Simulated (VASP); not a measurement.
TaN:

```
Ta N
1.0
     2.92177    0.00000    0.00000
    -1.46088    2.53033    0.00000
     0.00000    0.00000    5.91652
Ta N
2 2
Direct
  0.00000 0.00000 0.50000
  0.00000 0.00000 0.00000
  0.33333 0.66667 0.25000
  0.66667 0.33333 0.75000
```

The cell comes from a database or a generator and needn't be the stable form of this composition.

Base run:

| Quantity | Value |
| --- | --- |
| Program | VASP 6.6.1 |
| Functional | PBEsol |
| Potentials or basis | VASP PAW PBE potentials, release 64 (Ta_pv, N) |
| Cutoff | 520 eV |
| k mesh | 7 × 7 × 4 |
| Occupations | fermi-dirac, width 0.05 eV |
| Spin | no spin polarisation |
| Hubbard terms | Ta d U = 8 eV |

Its results: band gap on the k mesh none (metal or under the smearing width); pressure 16.5 GPa.

After a change of settings the same cell gave: band gap on the k mesh none (metal or under the smearing width); pressure -3.6 GPa. Which change was it?
A. hubbard terms from Ta d U = 8 eV to Ta d U = 2 eV
B. hubbard terms from Ta d U = 8 eV to Ta d U = 3 eV
C. hubbard terms from Ta d U = 8 eV to none

A.

Caveats: the PAW data sets were made with another functional, which shifts forces and pressure a little; U without spin polarisation on a metal has little footing.
